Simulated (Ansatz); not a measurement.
# Barium (dhcp) across density functionals

All rows: Ansatz, plane waves with scalar-relativistic PAW, 420 eV (500 eV for the SCAN forms), relaxed under each functional, no dispersion correction, no zero-point motion. B₀ comes from uniform scaling at fixed shape; a dash is a value not given.

```
functional  V (Å³/atom)                                     cell  B₀ (GPa)     magnetic state  ΔE to bcc (meV/atom)
       PBE        64.10  a = 4.492 Å, c = 14.671 Å (c/a = 3.266)         8  spin not included                    17
    r²SCAN        66.89  a = 4.552 Å, c = 14.911 Å (c/a = 3.276)         8  spin not included                    35
    PBEsol        58.40  a = 4.356 Å, c = 14.216 Å (c/a = 3.263)         8  spin not included                    17
    revPBE        67.98  a = 4.580 Å, c = 14.967 Å (c/a = 3.268)         8  spin not included                    16
      RPBE        69.30  a = 4.610 Å, c = 15.064 Å (c/a = 3.268)         7  spin not included                    16
```

What does BLYP give?

V (Å³/atom): 67.12; cell: a = 4.563 Å, c = 14.892 Å (c/a = 3.264); B₀ (GPa): 8; magnetic state: spin not included; ΔE to bcc (meV/atom): 11.
